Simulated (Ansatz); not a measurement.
# Cs and OH on Nb(110), hollow start, 2x2 cell: work function, bands and core levels, part 4 of 4

Aim: how the adsorbate changes the work function, the valence spectrum and the core levels in Cs and OH on Nb(110), hollow start, 2x2 cell. Spin–orbit coupling is left out of the bands throughout.

Ansatz 0.2.0; DFT, PBE, plane-wave PAW, default files, scalar-relativistic.

So far, work function, upper face (eV): step 2 (the clean face) 4.48; step 3 (relaxation) 1.92.

## Step 4: Layer-resolved bands, DOS and potential (continued)

Sums over each group's atoms; left-over states aren't shared out by site; the window's lower edge cuts through Nb 4p, whose entries are artefacts of the cut. Site centres, by row:

```csv
group,element,shell,occupied states,centre of occupied part (eV),centre up to the window's top (eV)
adsorbate,Cs,5s,1.983,-23.59,-23.59
adsorbate,Cs,6s,0.6706,-1.034,-0.1601
adsorbate,Cs,5p,5.944,-10.43,-10.43
adsorbate,H,1s,0.6245,-14.62,-10.03
adsorbate,O,2s,1.65,-20.12,-19.17
adsorbate,O,2p,4.949,-6.886,-6.683
layer 1,Nb,5s,2.842,-3.33,-2.531
layer 1,Nb,4p,1.284,-29.9,-29.9
layer 1,Nb,4d,16.81,-1.835,-1.232
layer 2,Nb,5s,2.67,-3.121,-2.726
layer 2,Nb,4p,8.122,-29.86,-29.86
layer 2,Nb,4d,16.68,-1.745,-1.337
layer 3,Nb,5s,2.702,-3.088,-2.701
layer 3,Nb,4p,7.24,-29.87,-29.87
layer 3,Nb,4d,16.67,-1.718,-1.314
other layers,Nb,5s,2.987,-2.505,-1.819
other layers,Nb,4p,1.11,-29.93,-29.93
other layers,Nb,4d,16.82,-1.427,-0.8831
```

The spectra weight each projected shell by its atomic cross section (Dirac–Hartree–Slater) and angular factor, for linear light with the analyser at 0° from the polarisation. Broadening, on top of any smearing of the DOS itself: a Gaussian of 0.45 eV and a Lorentzian of 0.2 eV plus 0.05 times the binding energy (full widths), Fermi edge at 300 K. Each atom is damped by exp[−depth/(λ cos θ)], θ = 45° from the normal, λ from the universal curve. Curves are cut 10 eV under the photon energy, above any shell that the free atom's threshold puts out of reach, or at the lower edge of the window: 11.2 eV at 21.2 eV, 30 eV at 40.8 eV, 30 eV at 1253.6 eV, 30 eV at 1486.7 eV and 30 eV at 8047.8 eV. A star in tables and legends marks shells that hold the states left over by the projection (0.8 % of the filled ones), a stand-in for orbitals that the files don't project on. Dipole terms alone, which is rough above 3 keV; no background, satellites or final-state effects.

Share of each shell in the spectrum's area (%), by photon energy:

```csv
shell,21.2 eV,40.8 eV,1253.6 eV,1486.7 eV,8047.8 eV
Cs 5s,0.0,0.3,4.5,4.9,16.0
Cs 5p,21.4,8.1,11.5,12.6,22.5
O 2s,0.0,3.3,3.3,3.1,2.0
O 2p,7.5,30.4,0.4,0.3,0.0
Nb 5s,0.1,0.3,2.8,3.1,10.8
Nb 4p,0.0,6.2,28.2,30.6,38.8
Nb 4d,70.3,50.4,49.0,44.9,9.3
```

The window's lower edge cuts through Nb 4p, so the shares at energies that reach it are artefacts of the cut.

Regions along c: top from 15.2 to 22.0 Å, middle from 9.9 to 15.2 Å, bottom from 3.5 to 9.6 Å. The top region begins above the slab's first layer, so it holds the added atoms alone, and the space between regions isn't listed.

The largest force component on a free atom is 0.035 eV/Å, a little over the usual target of 0.03 eV/Å. At the Fermi level the DOS is 22.89 states/eV a cell, and on the broadened curves Nb 4d holds 81 % of the total there.

## Step 5: Core holes

XPS shifts tell sites apart. Each chosen atom gets a core hole in a self-consistent pass of its own.

The input, input.yaml:

```yaml
crystal:
  lattice:
    - [6.62, 0.0, 0.0]
    - [3.31, 4.6810468915, 0.0]
    - [0.0, 0.0, 24.6715703372]
  atoms:
    - { symbol: Cs_h, position: [0.0756881533, -0.1566764121, 0.7310367088] }
    - { symbol: H, position: [0.6946228187, 0.6089740009, 0.6821361454] }
    - { symbol: O_h, position: [0.6926140868, 0.6143718097, 0.6426758965] }
    - { symbol: Nb_h, position: [0.0064647119, -0.0133241881, 0.5818439174] }
    - { symbol: Nb, position: [0.4941916481, 0.0113192114, 0.5875576253] }
    - { symbol: Nb_h, position: [0.0066072298, 0.4994446959, 0.5879975606] }
    - { symbol: Nb, position: [0.4935714073, 0.4994967053, 0.5880098051] }
    - { symbol: Nb, position: [0.7495100357, 0.5008026253, 0.4946887228] }
    - { symbol: Nb, position: [0.2507045908, 0.4984842165, 0.4924747698] }
    - { symbol: Nb, position: [0.7491725642, 2.7161e-05, 0.4938259482] }
    - { symbol: Nb, position: [0.2506203985, 0.0001083558, 0.4938262007] }
    - { symbol: Nb_h, position: [0.0, 0.0, 0.398860847] }
    - { symbol: Nb, position: [0.5, 0.0, 0.398860847] }
    - { symbol: Nb, position: [0.0, 0.5, 0.398860847] }
    - { symbol: Nb, position: [0.5, 0.5, 0.398860847] }
    - { symbol: Nb, position: [0.75, 0.5, 0.303993621] }
    - { symbol: Nb, position: [0.25, 0.5, 0.303993621] }
    - { symbol: Nb, position: [0.75, 0.0, 0.303993621] }
    - { symbol: Nb, position: [0.25, 0.0, 0.303993621] }
kpoints:
  mp_grid: { grid: [8, 8, 1] }
scf:
  occupations: { method: fermi_dirac, width: 0.05 }
  n_extra_bands: 15
hamiltonian:
  xc: pbe
  pseudopotentials: { kind: paw }
output:
  forces: true
  write_potential: true
  volumetric_format: []
  core_levels:
    shells: { Cs_h: "3d", O_h: "1s", Nb_h: "3d" }
    counted_from: fermi_level
    add_spin: always
efield:
  axis: 3
  dipole_correction: true
```

The run is started by

```sh
$ ansatz run input.yaml --threads 8 --pin off --max-ram 20480MiB --backend cpu --events-out ev --progress --plain --runs-dir out
```

Numbers of over 12 decimals in the logs are rounded to 6 here.

Output:

```text
[...]
Crystal: 19 atoms, lattice volume = 764.536 Å³
Basis set: ecut = 420 eV, 14975 PW (Γ), exchange–correlation on 90×80×360 points (8 copies of the dense FFT grid, shifted against one another)
Bands: 127, of which v1, the nominal top of the filled ones, is band 112 counted from 1 (111 counted from 0)
Symmetry: 1 space group operations
[...]
k-points: 34 of 64 (time reversal used)
[...]
SCF iter   1: F=—  HF=-79085.311378 eV  |F-HF|=—  |Δ(HF+E_count)|=         —  Δρ=9.09e-3  dr2=1.34e1  ethr=1.77e-3  p=0.447 e·Å  D=1.06e-1 V/Å  ΔV_dip=-2.61 eV  dr2_dipole=7.17e-2  V_vac-E_F(+/−)=2.30/4.91 eV  ⟨swp⟩=12.3  Hψ=22138  notcnv=0  defer=5
[...]
SCF iter  10: F=-79084.907443 eV  HF=-79084.907443 eV  |F-HF|=1.94e-8  |Δ(HF+E_count)|=   2.26e-8  Δρ=7.88e-7  dr2=3.29e-8  ethr=4.46e-11  p=0.445 e·Å  D=1.05e-1 V/Å  ΔV_dip=-2.60 eV  dr2_dipole=8.72e-10  V_vac-E_F(+/−)=1.93/4.53 eV  ⟨swp⟩=14.6  Hψ=33475  notcnv=0
[...]
SCF 1 converged in 10 iterations: F = -79084.907443 eV  dr2 = 3.29e-8
[...]
── core hole 1/5: 3d of Cs_h 0 ──
── 3d of Cs_h 0: 725.716 eV over the cell without the hole, in 23 iterations ──
── core hole 2/5: 1s of O_h 2 ──
── 1s of O_h 2: 531.205 eV over the cell without the hole, in 26 iterations ──
── core hole 3/5: 3d of Nb_h 3 ──
── 3d of Nb_h 3: 201.483 eV over the cell without the hole, in 26 iterations ──
── core hole 4/5: 3d of Nb_h 5 ──
── 3d of Nb_h 5: 201.754 eV over the cell without the hole, in 24 iterations ──
── core hole 5/5: 3d of Nb_h 11 ──
── 3d of Nb_h 11: 201.414 eV over the cell without the hole, in 21 iterations ──
SCF converged after 10 iterations
Free energy (F): -79084.907443 eV
[...]
Internal energy: -79084.718657 eV  (E = F + TS)
E sigma→0 (E₀):  -79084.813050 eV
Entropy (-TS):   -0.188786 eV (-9.936 meV/atom)
Fermi energy:    5.743762 eV
Dipole field:    D = 0.105289 V/Å  (p = 0.444857 e·Å, saw-weighted, corrected)
Work function:   Φ+ = 1.9336 eV (in doubt: plateau slope 1.6e-2 eV/Å)   Φ− = 4.5340 eV
[...]
--- Forces (eV/Å), atoms counted from 1 ---
  atom   1  Cs_h     0.00105625    -0.00066490     0.00206758
  atom   2  H        0.00029362    -0.00053041    -0.01573721
  atom   3  O_h      0.00123230     0.01272561     0.01264567
  atom   4  Nb_h     0.00165921     0.00759022    -0.01466143
  atom   5  Nb      -0.00047521     0.00480636     0.03514976
  atom   6  Nb_h    -0.02364183    -0.01083396    -0.00731604
  atom   7  Nb       0.02251993    -0.01000464    -0.01003618
  atom   8  Nb       0.00036455     0.00036675    -0.00736028
  atom   9  Nb      -0.00048710    -0.00520391     0.01162862
  atom  10  Nb       0.00606207     0.00419957     0.00258256
  atom  11  Nb      -0.00719386     0.00103702     0.00335942
  atom  12  Nb_h    -0.00014792     0.02027407    -0.38714830
  atom  13  Nb      -0.00048550     0.04421404    -0.29137888
  atom  14  Nb      -0.00271632    -0.02850583    -0.46270454
  atom  15  Nb       0.00154189    -0.02816733    -0.46276437
  atom  16  Nb       0.00019276    -0.00466532     0.44219511
  atom  17  Nb       0.00023982     0.00197947     0.41468286
  atom  18  Nb       0.01590067    -0.00437364     0.36728665
  atom  19  Nb      -0.01591529    -0.00423780     0.36695915
  max |Σ_I F_I| component: 5.50e-4 eV/Å
--- Band table (eV; the first three rows and the last of 34) ---
  k-point 0: bands = [... 108 lower, 5.8471, 5.8713, 5.9814, 6.0072, 6.0900, 6.4010, 6.4445, 6.9055, ... 11 higher]
  k-point 1: bands = [... 108 lower, 5.7950, 5.9492, 5.9661, 6.0049, 6.0054, 6.3004, 6.3235, 6.7399, ... 11 higher]
  k-point 2: bands = [... 108 lower, 5.7131, 5.7896, 5.8303, 5.8432, 5.9691, 6.0971, 6.1509, 6.2209, ... 11 higher]
  k-point 33: bands = [... 108 lower, 5.3362, 5.3891, 5.4105, 5.4389, 5.4844, 5.7386, 5.7821, 5.9582, ... 11 higher]
--- Core levels from the Fermi level (as output.core_levels.counted_from types it; a hole's nearest image at 5.7 Å) ---
  the holes have spin, as output.core_levels.add_spin types it
  atom         alike  shell      binding/eV   shift/eV difference/eV images/eV   SCF
  Cs_h 0           1     3d         725.716     +0.000       725.716         –    23
  O_h 2            1     1s         531.205     +0.000       531.205         –    26
  Nb_h 3           1     3d         201.483     +0.000       201.483         –    26
  Nb_h 5           1     3d         201.754     +0.271       201.754         –    24
  Nb_h 11          1     3d         201.414     -0.069       201.414         –    21
  the dataset of Cs_h with a 3d hole: scattering error 0.006 eV; free atom: scalar-relativistic, large and small components
  the two lines of Cs_h's 3d: 3d3/2 +8.338 eV and 3d5/2 -5.559 eV off its levels, 2 : 3 in strength
  the dataset of O_h with a 1s hole: scattering error 0.001 eV (0.001 eV in the local channel); free atom: scalar-relativistic, large and small components
  the dataset of Nb_h with a 3d hole: scattering error 0.003 eV; free atom: scalar-relativistic, large and small components
  the two lines of Nb_h's 3d: 3d3/2 +1.656 eV and 3d5/2 -1.104 eV off its levels, 2 : 3 in strength
```

Wall time 9.9 min (8 threads of AMD EPYC 9B45 (Zen 5), shared host); peak memory 6.8 GiB; 77 min of CPU time.

Levels are total-energy differences with one electron taken from the core. The electron goes to the Fermi level, so the difference is a binding energy from E_F. The hole's nearest image is 5.7 Å away.

```csv
atom,region,shell,level (eV),shift (eV),j lines (eV),doubts
Cs1,adsorbate,3d,725.72,-,734.05 / 720.16,-
O3,adsorbate,1s,531.20,-,-,-
Nb4,layer 1,3d,201.48,+0.07,203.14 / 200.38,-
Nb6,layer 1,3d,201.75,+0.34,203.41 / 200.65,-
Nb12,layer 3,3d,201.41,+0.00,203.07 / 200.31,-
```

Levels of p, d and f shells are means over their two j lines, weighted by degeneracy; the splitting comes from the atom's own solve. Shifts count from the last listed atom of each element.

The Nb 3d lines of the listed atoms alone (other atoms of the cell aren't counted), as Gaussians 0.5 eV wide, no depth weighting. Intensity against Nb 3d level; read off at these points:

```csv
Nb 3d level (eV),intensity (%)
199.250,2.0e-4
199.500,0.0371
199.750,1.82
200.000,23.2
200.250,81.3
200.418,100.0
200.500,95.2
200.750,50.9
201.000,11.5
201.250,0.785
201.500,0.0141
201.750,0
202.000,0
202.250,0.0205
202.500,1.06
202.750,14.3
203.000,52.7
203.175,66.7
203.250,64.2
203.500,35.4
203.750,8.34
204.000,0.602
204.250,0.0113
204.500,0
```

## Step 6: Other settings

This step: DFT, PBE, plane-wave PAW, default files, scalar-relativistic; changed: scf.occupations.method = "gaussian", scf.occupations.width = 0.005, crystal.symmetry = {"detect": false} (Ansatz 0.2.0).

Some settings are changed to see whether the read-outs move.

The input, input.yaml:

```yaml
crystal:
  lattice:
    - [6.62, 0.0, 0.0]
    - [3.31, 4.6810468915, 0.0]
    - [0.0, 0.0, 24.6715703372]
  atoms:
    - { symbol: Cs, position: [0.0756881533, -0.1566764121, 0.7310367088] }
    - { symbol: H, position: [0.6946228187, 0.6089740009, 0.6821361454] }
    - { symbol: O, position: [0.6926140868, 0.6143718097, 0.6426758965] }
    - { symbol: Nb, position: [0.0064647119, -0.0133241881, 0.5818439174] }
    - { symbol: Nb, position: [0.4941916481, 0.0113192114, 0.5875576253] }
    - { symbol: Nb, position: [0.0066072298, 0.4994446959, 0.5879975606] }
    - { symbol: Nb, position: [0.4935714073, 0.4994967053, 0.5880098051] }
    - { symbol: Nb, position: [0.7495100357, 0.5008026253, 0.4946887228] }
    - { symbol: Nb, position: [0.2507045908, 0.4984842165, 0.4924747698] }
    - { symbol: Nb, position: [0.7491725642, 2.7161e-05, 0.4938259482] }
    - { symbol: Nb, position: [0.2506203985, 0.0001083558, 0.4938262007] }
    - { symbol: Nb, position: [0.0, 0.0, 0.398860847] }
    - { symbol: Nb, position: [0.5, 0.0, 0.398860847] }
    - { symbol: Nb, position: [0.0, 0.5, 0.398860847] }
    - { symbol: Nb, position: [0.5, 0.5, 0.398860847] }
    - { symbol: Nb, position: [0.75, 0.5, 0.303993621] }
    - { symbol: Nb, position: [0.25, 0.5, 0.303993621] }
    - { symbol: Nb, position: [0.75, 0.0, 0.303993621] }
    - { symbol: Nb, position: [0.25, 0.0, 0.303993621] }
  symmetry: { detect: false }
kpoints:
  mp_grid: { grid: [8, 8, 1] }
scf:
  occupations: { method: gaussian, width: 0.005 }
  n_extra_bands: 23
hamiltonian:
  xc: pbe
  pseudopotentials: { kind: paw }
output:
  forces: true
  write_potential: true
  volumetric_format: []
  dos:
    projected:
      site_lists:
        adsorbate: [0, 1, 2]
        layer_1: [3, 4, 5, 6]
        layer_2: [7, 8, 9, 10]
        layer_3: [11, 12, 13, 14]
        other_layers: [15, 16, 17, 18]
    de: 0.05
    e_range: [-30, 12]
    method: { smearing: { sigma: 0.15, scheme: gaussian } }
efield:
  axis: 3
  dipole_correction: true
```

Output:

```text
[...]
Crystal: 19 atoms, lattice volume = 764.536 Å³
Basis set: ecut = 420 eV, 14975 PW (Γ), exchange–correlation on 90×80×360 points (8 copies of the dense FFT grid, shifted against one another)
Bands: 135, of which v1, the nominal top of the filled ones, is band 112 counted from 1 (111 counted from 0)
Symmetry: 1 space group operations
k-points: 34 of 64 (time reversal used)
[...]
SCF iter   1: F=—  HF=-79085.226840 eV  |F-HF|=—  |Δ(HF+E_count)|=         —  Δρ=9.13e-3  dr2=1.34e1  ethr=1.77e-3  p=0.447 e·Å  D=1.06e-1 V/Å  ΔV_dip=-2.61 eV  dr2_dipole=6.98e-2  V_vac-E_F(+/−)=2.30/4.91 eV  ⟨swp⟩=9.5  Hψ=21150  notcnv=0  defer=224
[...]
SCF iter  12: F=-79084.812611 eV  HF=-79084.812611 eV  |F-HF|=1.32e-8  |Δ(HF+E_count)|=  5.82e-10  Δρ=8.10e-7  dr2=1.71e-8  ethr=4.46e-11  p=0.436 e·Å  D=1.03e-1 V/Å  ΔV_dip=-2.55 eV  dr2_dipole=6.89e-13  V_vac-E_F(+/−)=1.97/4.52 eV  ⟨swp⟩=35.5  Hψ=41615  notcnv=0
[...]
SCF 1 converged in 12 iterations: F = -79084.812611 eV  dr2 = 1.71e-8
[...]
SCF converged after 12 iterations
Free energy (F): -79084.812611 eV
[...]
Internal energy: -79084.812082 eV  (E = F + TS)
E sigma→0 (E₀):  -79084.812347 eV
Entropy (-TS):   -0.000529 eV (-0.028 meV/atom)
Fermi energy:    5.735868 eV
Dipole field:    D = 0.103267 V/Å  (p = 0.436313 e·Å, saw-weighted, corrected)
Work function:   Φ+ = 1.9745 eV (in doubt: plateau slope 1.6e-2 eV/Å)   Φ− = 4.5249 eV
[...]
--- Forces (eV/Å), atoms counted from 1 ---
  atom   1  Cs     0.00104419    -0.00128041     0.01461530
  atom   2  H      0.00027850    -0.00258796     0.00049166
  atom   3  O      0.00113231     0.01008612    -0.00647071
  atom   4  Nb     0.00166019     0.01293115    -0.02465743
  atom   5  Nb    -0.00058769    -0.00384503     0.00646019
  atom   6  Nb    -0.03323673    -0.00732145    -0.00716443
  atom   7  Nb     0.03238118    -0.00678014    -0.00944540
  atom   8  Nb     0.00034002    -0.01404380    -0.03492784
  atom   9  Nb    -0.00043484    -0.01566765    -0.01300759
  atom  10  Nb    -0.00010024     0.01117855     0.00471856
  atom  11  Nb    -0.00099972     0.00810026     0.00531540
  atom  12  Nb    -0.00024243     0.01584256    -0.38909944
  atom  13  Nb    -0.00057119     0.05290855    -0.29637440
  atom  14  Nb     0.01480965    -0.02532387    -0.45303818
  atom  15  Nb    -0.01593457    -0.02484327    -0.45348240
  atom  16  Nb     0.00013245    -0.01139015     0.46381863
  atom  17  Nb     0.00046476     0.01016424     0.42323480
  atom  18  Nb     0.00592110    -0.00414277     0.38428214
  atom  19  Nb    -0.00605691    -0.00399615     0.38428711
  max |Σ_I F_I| component: 4.44e-4 eV/Å
--- Band table (eV; the first three rows and the last of 34) ---
  k-point 0: bands = [... 108 lower, 5.8364, 5.8601, 5.9696, 5.9970, 6.0803, 6.3914, 6.4400, 6.9124, ... 19 higher]
  k-point 1: bands = [... 108 lower, 5.7862, 5.9371, 5.9544, 5.9941, 5.9953, 6.2935, 6.3139, 6.7342, ... 19 higher]
  k-point 2: bands = [... 108 lower, 5.7013, 5.7790, 5.8176, 5.8321, 5.9654, 6.0856, 6.1443, 6.2093, ... 19 higher]
  k-point 33: bands = [... 108 lower, 5.3248, 5.3766, 5.3987, 5.4268, 5.4734, 5.7273, 5.7705, 5.9419, ... 19 higher]
```

The job ended after 28 s (8 threads; peak memory 5.2 GiB).

This step gave:

- free energy: -79084.8126 eV
- energy at zero smearing: -79084.8123 eV
- smearing term TS: 5.29e-4 eV
- Fermi energy: 5.736 eV
- DOS at the Fermi level: 22.91 states/eV/cell
- work function, upper face: 1.974 eV
- work function, lower face: 4.525 eV

The DOS has structure finer than the step of the table below, so its rows give means over 2 eV, whole bins alone (the curve runs from -30.0 to 1.43 eV). Peaks (eV: height): total -10.4: 19.9, -6.1: 9.30, -2.6: 23.2, -1.4: 31.5; Nb 4d -2.5: 19.3, -1.5: 30.2; Nb 5s -3.3: 4.64, -0.4: 2.67; Cs 5p -10.4: 19.6; O 2p -9.6: 4.75, -6.1: 7.47.

* holds the states left over by the projection beside any projected weight of its own, shared among the starred shells. DOS against E, zero at the Fermi level; means over each step; 7 of 12 lines; values in states/eV/cell:

```csv
E (eV),total,Nb 4d,Nb 5s,Cs 5p,O 2p,Nb 5p*,Cs 6s
-26,0,0,0,0,0,0,0
-24,1.000,0.00300,0.00430,2.3e-4,2.1e-5,5.6e-5,5.7e-4
-22,1.00,0.0404,0.0257,0,0.0185,0.0154,0.00124
-20,0,0,0,0,0,0,0
-18,0,0,0,0,0,0,0
-16,0,0,0,0,0,0,0
-14,0,0,0,0,0,0,0
-12,0,0,0,0,0,0,0
-10,4.00,0.0863,0.0444,2.97,0.688,0.0186,0.00302
-8,0,0,0,0,0,0,0
-6,2.23,0.265,0.323,0,1.61,0.0229,0.00547
-4,5.60,3.05,2.39,0,0.0277,0.120,0.00756
-2,21.6,19.3,1.76,0,0.0919,0.410,0.0712
0,20.9,17.0,1.89,0,0.0815,1.19,0.587
```

Side by side:

```csv
quantity,this run,base run,difference
"work function, upper face (eV)",1.974,1.9335,0.0405
"work function, lower face (eV)",4.5248,4.5337,-0.00890
DOS at the Fermi level (states/eV/cell),22.915,22.891,0.0236
```

One result that differs is the work function, upper face, 1.97 eV against 1.93 eV.

The work function move by 0.04 eV at most against the base run, so this change doesn't matter for them.

## Step 7: What came out

```
work function                                                                 : 1.93 eV (other face 4.53 eV)
change from the clean face                                                    : -2.55 eV
Nb 4d centre of the filled part above −10 eV, from the plotted curve, layer 1 : -1.70 eV
Nb 4d centre of the filled part above −10 eV, from the plotted curve, layer 3 : -1.69 eV
Nb core shifts among the listed atoms, from the last listed one               : +0.00 to +0.34 eV
```

In words: The Fermi level of Cs and OH on Nb(110), hollow start, 2x2 cell lies 1.93 eV (other face 4.53 eV) below the vacuum, a change of -2.55 eV from the clean face. The sign fits the charge transfer: Cs is less electronegative than the metal and gives charge to it, a dipole that lowers the barrier. Only the strongest levels a point were stored, too few to count surface states. After relaxation O3 stands 1.39 Å above the top layer, bonded to 3 Nb atoms at 2.23 to 2.30 Å. The bare lower face differs from the lower face of the clean 1×1 slab by 0.00 eV, a measure of the error from mesh and slab. Core shifts: Nb +0.00 to +0.34 eV. Among the sites run, the most bound Nb 3d level is that of Nb6 (layer 1), bonded to 10 Nb and 1 O; the least bound, 0.34 eV shallower, that of Nb12 (layer 3), bonded to 14 Nb. At 21.2 eV the valence spectrum has its highest listed peaks within 10.8 eV at 1.2 eV (Nb 4d), 2.4 eV (Nb 4d) and 10.4 eV (Cs 5p). At 1486.7 eV the valence spectrum has its highest listed peaks within 13 eV at 1.2 eV (Nb 4d), 2.4 eV (Nb 4d) and 10.4 eV (Cs 5p). The shell named is the one with most of the intensity, cross sections included, not always the one with most states there. In the main run, from 1486.7 eV towards hard X-rays the Cs 5s share grows by 11 points, as its cross section falls more slowly with photon energy than those of the shells it gains on. The run has no spin polarisation and ends without a clear gap; magnetic or distorted states weren't searched for. The window's lower edge cuts through the Nb 4p line, so its counts, centres and shares of the area are artefacts of the cut. Spin–orbit coupling is left out, which matters for the heavy atoms here. The slab's own atoms span 7.0 Å, so bulk bands appear as a few quantum-well levels, and states of the two faces can mix. The program warns of density or levels in the vacuum in some of these runs, so vacuum levels and energy differences can be a little off.

[Logs are printed without paths, hosts, clocks, repeated set-up lines and the standing remarks that a program may print on its own settings, such as how far it seeks lower states.]

[Hosts, paths, dates, database ids (printed as entryN), source tags and the programs' standing remarks are cut or masked in the printed files.]

[Maps of the electrostatic potential energy from Ansatz leave out the sawtooth potential of an applied field or a dipole correction, so their vacuum need not be flat; work functions include it.]
